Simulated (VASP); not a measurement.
# H4CO in VASP: notebook

The runs below take H4CO through single point, with LDA.

All numbers are computed with VASP 6.6.1; they aren't measurements. Logs are shortened: lines on timing, memory, paths and dates and some standing lists are left out, and cuts for length are marked.

## Step 1: Starting point

The cell holds a amorphous, 36 atoms: a = 7.380 Å, b = 7.380 Å, c = 7.380 Å, α = 90.00°, β = 90.00°, γ = 90.00°.

The cell was built by a generator and needn't be a form met in nature.

## Step 2: Single point, LDA

File INCAR:

```
SYSTEM = H4CO
PREC = Accurate
ENCUT = 520
EDIFF = 1E-6
ISMEAR = -1
SIGMA = 0.05
LREAL = Auto
LASPH = .True.
NELM = 100
ALGO = Normal
ISIF = 2
LWAVE = .False.
LCHARG = .True.
LELF = .True.
LVHAR = .True.
NBANDS = 66
```

File KPOINTS:

```
regular mesh
0
Gamma
  1 1 1
  0 0 0
```

File POSCAR:

```
H4CO
1.0
    7.3803230000      0.0000000000      0.0000000000
    0.0000000000      7.3803230000      0.0000000000
    0.0000000000      0.0000000000      7.3803230000
C O H
6 6 24
Direct
    0.4405227251      0.1829459226      0.7751828748
    0.9149464055      0.3636019724      0.7581510999
    0.7221906142      0.1972813385      0.2660046180
    0.0523689817      0.8758288763      0.6253113854
    0.8166173757      0.6243358184      0.2480108255
    0.2771965400      0.9884120248      0.1852493448
    0.5783351216      0.0520979908      0.8261020554
    0.9060172570      0.2142724648      0.8730512201
    0.9084426251      0.2110747727      0.2151260859
   -0.0856331085      0.8908282198      0.7567961456
    0.9466116862      0.5397460247      0.3423020917
    0.4150089366      0.8660461067      0.1279212305
    0.3244708938      0.1100222849      0.7162152659
    0.6959857990      0.1155369487      0.8564394810
    0.3884382838      0.2499348606      0.8976978379
    0.4945989491      0.2798522504      0.6705262087
    0.8419008220      0.4773910302      0.8200183109
    0.9393491315      0.0854705140      0.8203705990
    1.0566746198      0.4141282163      0.7473792136
    0.8621844870      0.3427627761      0.6152169763
    0.6735748557      0.3166528077      0.3355679690
    0.9138488925      0.2219550554      0.0764329691
    0.6535215329      0.1787455644      0.1408745932
    0.7211472994      0.0754167534      0.3582499032
    0.1846667145      0.8386353822      0.6881270644
   -0.2061562888      0.8971016580      0.6995222296
   -0.0016530442      0.7656981951      0.5256274014
    0.0551466379      1.0015686305      0.5576043217
    0.8748939579      0.7045762089      0.1330565071
    0.9613129398      0.4192634929      0.2996616815
    0.7233287757      0.5213457460      0.1725398739
    0.7385449119      0.7155242393      0.3276550362
    0.1945307814      0.9378586818      0.2997429787
    0.4960081015      0.9201900784      0.0343209911
    0.3152165562      1.1292324198      0.2262638099
    0.1753988274      1.0157821006      0.0794409676
```

Potentials or basis: VASP PAW LDA potentials, release 64 (C, O, H).

Run with:

```bash
> cat potpaw_LDA.64/C/POTCAR potpaw_LDA.64/O/POTCAR potpaw_LDA.64/H/POTCAR > POTCAR
> mpirun -np 1 vasp_gam > vasp.out
```

OUTCAR:

```text
SYSTEM = H4CO
   PREC = Accurate
   ENCUT = 520
   EDIFF = 1E-6
   ISMEAR = -1
   LREAL = Auto
   LASPH = .True.
   NELM = 100
   ISIF = 2

 ion  position               nearest neighbor table
   1  0.441  0.183  0.775-  15 1.10  13 1.10  16 1.13   7 1.45
   2  0.915  0.364  0.758-  17 1.10  19 1.11  20 1.13   8 1.39
   3  0.722  0.197  0.266-  23 1.06  21 1.08  24 1.13   9 1.43
   4  0.052  0.876  0.625-  28 1.05  25 1.12  27 1.17  10 1.41
   5  0.817  0.624  0.248-  32 1.06  29 1.12  31 1.17  11 1.34
   6  0.277  0.988  0.185-  36 1.10  33 1.11  35 1.12  12 1.42
   7  0.578  0.052  0.826-  14 1.01   1 1.45
   8  0.906  0.214  0.873-  18 1.06   2 1.39
   9  0.908  0.211  0.215-  22 1.03   3 1.43
  10  0.914  0.891  0.757-  26 0.99   4 1.41
  11  0.947  0.540  0.342-  30 0.95   5 1.34
  12  0.415  0.866  0.128-  34 1.00   6 1.42
  13  0.324  0.110  0.716-   1 1.10
  14  0.696  0.116  0.856-   7 1.01
  15  0.388  0.250  0.898-   1 1.10
  16  0.495  0.280  0.671-   1 1.13
  17  0.842  0.477  0.820-   2 1.10
  18  0.939  0.085  0.820-   8 1.06
[... 16 lines left out ...]
  35  0.315  0.129  0.226-   6 1.12
  36  0.175  0.016  0.079-   6 1.10

  LATTYP: Found a simple cubic cell.
 ALAT       =     7.3803230000

  Lattice vectors:

 A1 = (   7.3803230000,   0.0000000000,   0.0000000000)
 A2 = (   0.0000000000,   7.3803230000,   0.0000000000)
 A3 = (   0.0000000000,   0.0000000000,   7.3803230000)

Analysis of symmetry for initial positions (statically):
=====================================================================
 Subroutine PRICEL returns:
 Original cell was already a primitive cell.

 Routine SETGRP: Setting up the symmetry group for a
 simple cubic supercell.

 Subroutine GETGRP returns: Found  1 space group operations
 (whereof  1 operations were pure point group operations)
 out of a pool of 48 trial point group operations.

The static configuration has the point symmetry C_1 .

Analysis of symmetry for dynamics (positions and initial velocities):
=====================================================================
 Subroutine PRICEL returns:
 Original cell was already a primitive cell.

 Routine SETGRP: Setting up the symmetry group for a
 simple cubic supercell.

 Subroutine GETGRP returns: Found  1 space group operations
 (whereof  1 operations were pure point group operations)
 out of a pool of 48 trial point group operations.

The dynamic configuration has the point symmetry C_1 .

 Subroutine INISYM returns: Found  1 space group operations
 (whereof  1 operations are pure point group operations),
 and found     1 'primitive' translations

----------------------------------------------------------------------------------------

                                     Primitive cell

  volume of cell :     402.0001

  direct lattice vectors                    reciprocal lattice vectors
     7.380323000  0.000000000  0.000000000     0.135495425  0.000000000  0.000000000
     0.000000000  7.380323000  0.000000000     0.000000000  0.135495425  0.000000000
     0.000000000  0.000000000  7.380323000     0.000000000  0.000000000  0.135495425

  length of vectors
     7.380323000  7.380323000  7.380323000     0.135495425  0.135495425  0.135495425

  position of ions in fractional coordinates (direct lattice)
     0.440522725  0.182945923  0.775182875
     0.914946405  0.363601972  0.758151100
     0.722190614  0.197281338  0.266004618
     0.052368982  0.875828876  0.625311385
     0.816617376  0.624335818  0.248010826
     0.277196540  0.988412025  0.185249345
[... 28 lines left out ...]
     0.315216556  0.129232420  0.226263810
     0.175398827  0.015782101  0.079440968

  ion indices of the primitive-cell ions
   primitive index   ion index
                 1           1
                 2           2
                 3           3
                 4           4
                 5           5
                 6           6
[... 28 lines left out ...]
                35          35
                36          36

----------------------------------------------------------------------------------------

 KPOINTS: regular mesh

Automatic generation of k-mesh.
 Grid dimensions read from file:
 generate k-points for:    1    1    1

 Generating k-lattice:

  Cartesian coordinates                     Fractional coordinates (reciprocal lattice)
     0.135495425  0.000000000  0.000000000     1.000000000  0.000000000  0.000000000
     0.000000000  0.135495425  0.000000000     0.000000000  1.000000000  0.000000000
     0.000000000  0.000000000  0.135495425     0.000000000  0.000000000  1.000000000

  Length of vectors
     0.135495425  0.135495425  0.135495425

  Shift w.r.t. Gamma in fractional coordinates (k-lattice)
     0.000000000  0.000000000  0.000000000

 Subroutine IBZKPT returns following result:
 ===========================================

 Found      1 irreducible k-points:

 Following reciprocal coordinates:
            Coordinates               Weight
  0.000000  0.000000  0.000000      1.000000
   k-points           NKPTS =      1   k-points in BZ     NKDIM =      1   number of bands    NBANDS=     66
   number of dos      NEDOS =    301   number of ions     NIONS =     36
   total plane-waves  NPLWV = 175616
   dimension x,y,z NGX =    56 NGY =   56 NGZ =   56
   dimension x,y,z NGXF=   112 NGYF=  112 NGZF=  112
   ions per type =               6   6  24
   NGX,Y,Z   is equivalent  to a cutoff of  12.61, 12.61, 12.61 a.u.
   NGXF,Y,Z  is equivalent  to a cutoff of  25.23, 25.23, 25.23 a.u.
 SYSTEM =  H4CO
   PREC   = accura    normal or accurate (medium, high low for compatibility)
   ISTART =      0    job   : 0-new  1-cont  2-samecut
   ICHARG =      2    charge: 1-file 2-atom 10-const
   ISPIN  =      1    spin polarized calculation?
   LNONCOLLINEAR =      F non collinear calculations
   LSORBIT =      F    spin-orbit coupling
   LASPH  =      T    aspherical Exc in radial PAW
   ENCUT  =  520.0 eV  38.22 Ry    6.18 a.u.  13.72 13.72 13.72*2*pi/ulx,y,z
   NELM   =    100;   NELMIN=  2; NELMDL= -5     # of ELM steps
   EDIFF  = 0.1E-05   stopping-criterion for ELM
   LREAL  =      T    real-space projection
   EDIFFG = 0.1E-04   stopping-criterion for IOM
   NSW    =      0    number of steps for IOM
   IBRION =     -1    ionic relax: 0-MD 1-quasi-New 2-CG
   NFREE  =      0    steps in history (QN), initial steepest desc. (CG)
   ISIF   =      2    stress and relaxation
   ISYM   =      2    0-nonsym 1-usesym 2-fastsym
   POTIM  = 0.5000    time-step for ionic-motion
   TEBEG  =    0.0;   TEEND  =   0.0 temperature during run
   PSTRESS=    0.0 pullay stress
   NELECT =      84.0000    total number of electrons
   NUPDOWN=      -1.0000    fix difference up-down
   EMIN   =  10.00;   EMAX   =-10.00  energy-range for DOS
   EFERMI =   0.00;   METHOD = LEGACY
   ISMEAR =    -1;   SIGMA  =   0.05  broadening in eV -4-tet -1-fermi 0-gaus
   EFERMI_NEDOS =   21; number of points for ismear=-14 and -15
   IALGO  =     38    algorithm
   IMIX   =      4    mixing-type and parameters
     AMIX     =   0.40;   BMIX     =  1.00
     AMIX_MAG =   1.60;   BMIX_MAG =  1.00
  volume/ion in A,a.u.               =      11.17        75.36
  Fermi-wavevector in a.u.,A,eV,Ry     =   0.971462  1.835797 12.840345  0.943739
  Thomas-Fermi vector in A             =   2.101681
   LORBIT       =      0    0 simple, 1 ext, 2 COOP (PROOUT), +10 PAW based schemes
   GGA     = CA    functional components
   LHFCALC =     F    Hartree Fock is set to
   AEXX    =    0.0000 exact exchange contribution
   IVDW    =     0    specifies the selected vdW correction
   LEPSILON=     F    determine dielectric tensor
   LRPA    =     F    only Hartree local field effects (RPA)
 non-spin polarized calculation
  energy-cutoff  :      520.00
  volume of cell :      402.00
 maximum number of plane-waves:      5414
 NGX is ok and might be reduce to    54
   NGX = 27   NGY = 27   NGZ = 27

 number of electron      84.0000001 magnetization

 Free energy of the ion-electron system (eV)
  ---------------------------------------------------
  ext. energy  EPLUGINS =         0.00000000
  ---------------------------------------------------
  free energy    TOTEN  =      -192.40439141 eV

  energy without entropy =     -192.40439141  energy(sigma->0) =     -192.40439141

 E-fermi :  -1.5894     XC(G=0):  -6.7406

 val. band max:       -2.8386749679   @ k =   0.0000   0.0000   0.0000
 cond. band min:       1.2588178537   @ k =   0.0000   0.0000   0.0000
 fundamental gap:      4.0974928215
 Fermi energy:        -1.5894422220

 k-point     1 :       0.0000    0.0000    0.0000
  band No.  band energies     occupation
      1     -23.9241      2.00000
      2     -23.2703      2.00000
      3     -22.7583      2.00000
      4     -22.5084      2.00000
      5     -21.9578      2.00000
      6     -21.5701      2.00000
[... 46 lines left out ...]
     53       4.5006      0.00000
     54       4.6297      0.00000
 [bands above 54 left out]

------------------------ aborting loop because EDIFF is reached ----------------------------------------

  FORCE on cell =-STRESS in cart. coord.  units (eV):
  Direction    XX          YY          ZZ          XY          YZ          ZX
  --------------------------------------------------------------------------------------
  -------------------------------------------------------------------------------------
  Total       -2.2100089      0.6015352     -0.1243214     -0.5016116     -0.9766288     -0.4576077
  in kB       -8.8080242      2.3974279     -0.4954849     -1.9991806     -3.8923689     -1.8238025
  external PRESSURE =      -2.3020271 kB  Pullay stress =       0.0000000 kB

 VOLUME and BASIS-vectors are now :
 -----------------------------------------------------------------------------
  energy-cutoff  :      520.00
  volume of cell :      402.00
      direct lattice vectors                 reciprocal lattice vectors
     7.380323000  0.000000000  0.000000000     0.135495425  0.000000000  0.000000000
     0.000000000  7.380323000  0.000000000     0.000000000  0.135495425  0.000000000
     0.000000000  0.000000000  7.380323000     0.000000000  0.000000000  0.135495425

 POSITION                                       TOTAL-FORCE (eV/Angst)
 -----------------------------------------------------------------------------------
      3.25120      1.35020      5.72110         0.950432     -0.474249     -0.063928
      6.75260      2.68350      5.59540         0.677746      0.785462     -1.049118
      5.33000      1.45600      1.96320         2.034143     -1.418093      0.866796
      0.38650      6.46390      4.61500        -1.047052     -2.668575     -1.003070
      6.02690      4.60780      1.83040        -1.028256     -0.640960     -3.545791
      2.04580      7.29480      1.36720        -0.038792      0.266839     -0.466288
[... 28 lines left out ...]
      2.32640      0.95378      1.66990         0.669355     -0.310838      0.023585
      1.29450      0.11648      0.58630        -0.187919     -0.202736     -0.401073
 -----------------------------------------------------------------------------------
    total drift:                                0.019601      0.000684     -0.004494

  FREE ENERGIE OF THE ION-ELECTRON SYSTEM (eV)
  ---------------------------------------------------
  free  energy   TOTEN  =      -192.4043914103 eV

  energy  without entropy=     -192.4043914102  energy(sigma->0) =     -192.40439141
```

It took 29 s on 1 thread of AMD EPYC 9R45 (Zen 5), shared host; peak memory 0.26 GiB.

Results:

* Free energy: -192.4044 eV
* Pressure: -0.2 GPa
* Largest force: 3.747 eV/Å
* Band gap on the k mesh: 4.10 eV, direct

Forces in eV/Å, atoms in the order of the input:
```
C    0.950 -0.474 -0.064
C    0.678  0.785 -1.049
C    2.034 -1.418  0.867
C   -1.047 -2.669 -1.003
C   -1.028 -0.641 -3.546
C   -0.039  0.267 -0.466
O   -0.276  0.328 -0.182
O   -0.349 -1.272 -0.024
O    0.250  0.751 -0.032
O   -0.216  0.336  1.388
O    1.221  1.224  2.531
O   -0.278  0.579  0.582
H    0.111 -0.206 -0.117
H   -0.502  0.242 -0.064
H    0.072  0.385  0.028
H   -0.286 -0.263  0.557
H   -0.354  0.128  0.096
H   -0.304  0.372  0.162
H   -0.126 -0.164 -0.185
H    0.213 -0.117  0.748
H   -0.234  0.591  0.419
H    0.125 -0.070  0.591
H   -1.414 -0.477 -0.813
H   -0.764  0.505 -0.469
H   -0.527  0.057 -0.114
H   -0.057 -0.028  0.144
H    1.338  0.850  0.656
H    0.662  1.522 -1.172
H   -0.092  0.158  0.112
H    0.323 -2.376 -0.855
H    0.492  1.112  0.830
H   -0.956  0.752  0.819
H    0.436 -0.471 -0.073
H   -0.540  0.214  0.075
H    0.669 -0.311  0.024
H   -0.188 -0.203 -0.401
```

LDA gaps usually lie below the measured ones, often by a third to a half.

## Step 3: Single point, LDA

File INCAR:

```
PREC = Accurate
ENCUT = 520
EDIFF = 1E-7
ISMEAR = -1
SIGMA = 0.05
LREAL = Auto
LASPH = True
NELM = 100
ALGO = Normal
ISIF = 2
LWAVE = False
LCHARG = False
NBANDS = 66
```

File KPOINTS:

```
Automatic mesh
0
Gamma
  1 1 1
```

File POSCAR:

```
H4CO
1.0
    7.3803230000      0.0000000000      0.0000000000
    0.0000000000      7.3803230000      0.0000000000
    0.0000000000      0.0000000000      7.3803230000
C O H
6 6 24
Direct
    0.4254285348      0.2221582985      0.8319961064
    0.9458800109      0.3585479931      0.7389242991
    0.7639503041      0.1398448279      0.2906376862
    0.0449573819      0.8679023940      0.5996350024
    0.8469277022      0.6322081025      0.2397320551
    0.2153293291      0.9623698041      0.1364709919
    0.5666960647      0.0879771793      0.8566020755
    0.8918308860      0.2243533244      0.8675772050
    0.9371676551      0.1890567662      0.2208981910
   -0.0752812580      0.9032666998      0.7442357198
    0.9486983158      0.5255732032      0.3483993858
    0.3856064294      0.8926845072      0.1237073228
    0.3027509772      0.1521884611      0.7847895004
    0.6828698419      0.1453865908      0.8614121631
    0.3790755499      0.2954342242      0.9528715749
    0.4550207355      0.3255548572      0.7249682704
    0.8857200423      0.4814558929      0.7989216732
    0.9177918094      0.1009305419      0.8250587407
    1.0949114287      0.3704986896      0.7152667979
    0.8895003647      0.3350801855      0.5956920856
    0.7119200610      0.2564657400      0.3673009975
    0.9242684907      0.2053162172      0.0920420421
    0.6684666782      0.0936002394      0.1874579202
    0.7877839493      0.0182647833      0.3899151839
    0.1851409484      0.8790672170      0.6504999849
   -0.1923628546      0.8921154264      0.6869076055
    0.0065308795      0.7208356599      0.5530923240
    0.0290231200      0.9669901981      0.4932710940
    0.9004890436      0.6239022330      0.0991013537
    0.9639821997      0.4041964017      0.2887407502
    0.6958367540      0.5958275810      0.2408973157
    0.8587835519      0.7671479961      0.2803535834
    0.1210380630      0.8703006630      0.2116167544
    0.4500074048      0.9658655861      0.0299309393
    0.2153564282      1.1035018386      0.1934874666
    0.1444652219      0.9775317422     -0.0000948468
```

Potentials or basis: VASP PAW LDA potentials, release 64 (C, O, H).

Run with:

```bash
> cat potpaw_LDA.64/C/POTCAR potpaw_LDA.64/O/POTCAR potpaw_LDA.64/H/POTCAR > POTCAR
> mpirun -np 1 vasp_gam > vasp.out
```

It took 26 s on 1 thread of AMD EPYC 9R45 (Zen 5), shared host; peak memory 0.27 GiB.

It converged, with:

| Quantity | Value |
| --- | --- |
| Free energy | -192.4836 eV |
| Pressure | 0.5 GPa |
| Largest force | 3.110 eV/Å |
| Band gap on the k mesh | 3.90 eV, direct |

Forces in eV/Å, atoms in the order of the input:
```
C    0.282 -0.366 -0.792
C   -0.592 -0.092 -0.709
C    1.061 -1.060  1.467
C    0.112 -2.270 -0.025
C   -1.660 -1.324 -1.870
C   -1.676  0.900 -0.468
O   -3.107 -0.092 -0.086
O    0.111  0.910  0.253
O   -0.515  0.015  1.556
O   -0.060  0.456  0.612
O    1.014 -1.246  1.340
O    1.394 -0.380 -0.538
H   -0.028 -0.364 -0.104
H    1.653  1.292  0.218
H    0.453 -0.012  0.537
H    0.282 -0.361  0.304
H    0.369  0.382 -0.494
H    0.655 -1.395 -0.698
H   -0.314  0.010  0.534
H    0.092  0.140  1.124
H   -0.382  0.007  0.140
H    0.069  0.287 -1.860
H   -0.219 -0.034 -0.285
H   -0.467  1.282 -0.924
H   -0.051 -0.293  0.016
H   -1.048 -0.027  0.255
H    1.106  1.553 -0.083
H   -0.071  0.447 -0.811
H   -0.387  0.226 -0.220
H   -0.002 -0.213  0.291
H    0.815  0.255 -0.162
H    0.137  2.171  0.610
H    0.522  0.372  0.131
H    0.332 -0.432  0.160
H   -0.191 -0.604  0.162
H    0.312 -0.143  0.422
```

Stress tensor (GPa, compression positive):
```
 0.97 -1.00  0.16
-1.00  0.00  0.53
 0.16  0.53  0.54
```

Levels at points of the mesh, in eV from the valence-band top:
| k point | band 39 | band 40 | band 41 | band 42 | band 43 | band 44 | band 45 | band 46 |
| --- | --- | --- | --- | --- | --- | --- | --- | --- |
| (0.00, 0.00, 0.00) | -1.16 | -0.99 | -0.39 | 0.00 | 3.90 | 5.10 | 5.59 | 5.85 |

As with any semilocal functional, this LDA gap is likely too small.

[end of part 1 of 2]
